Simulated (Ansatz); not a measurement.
Start from CsPbI$_{3}$ in the cubic perovskite structure (space group Pm-3m, No. 221).

```
CsPbI3
1.0
    6.39047     0.00000     0.00000
    0.00000     6.39047     0.00000
    0.00000     0.00000     6.39047
Cs Pb I
1 1 3
Direct
  0.00000   0.00000   0.00000
  0.50000   0.50000   0.50000
  0.00000   0.50000   0.50000
  0.50000   0.50000   0.00000
  0.50000   0.00000   0.50000
```

Cartesian axes are those of the cell as printed.

The values are results of PBE (Ansatz, a program for electronic structure), no spin-orbit coupling, not measurements.

Base values:

```
Quantity            Value
---------  --------------
Hole mass  0.15 mₑ (at R)
Band gap          1.48 eV
```

Now apply this change: the cell is stretched by 4.87 % along z with no lateral relaxation; the atoms relax in the strained cell.

Q: What does the calculation give for the hole mass after the change?

A: The hole mass changes from 0.15 mₑ (at R) to 0.26 mₑ along z, 0.15 mₑ across (at R).

Q: How does this affect the stress?

A: The stress (xx, yy, zz, yz, xz, xy; compression positive) is (-0.22, -0.22, -1.24, 0.00, 0.00, 0.00) GPa.

Q: How does this affect the electron mass?

A: The electron mass comes out as 0.086 mₑ along z, 0.72 mₑ across (at R).

Q: What happens to the band gap?

A: The band gap falls by 0.06 eV to 1.42 eV.

Q: What happens to the energy relative to the base?

A: The energy grows by 11 meV/atom.

Spin-orbit coupling, missing from the scalar runs, can matter with I and Pb. Masses are band curvatures over ±0.01 Å⁻¹ around the edge. No phonon test of stability was made. Many cubic perovskites are stable only at high temperature; tilts and polar distortions were not tested. This is not the structure that CsPbI3 has at room temperature and ambient pressure.
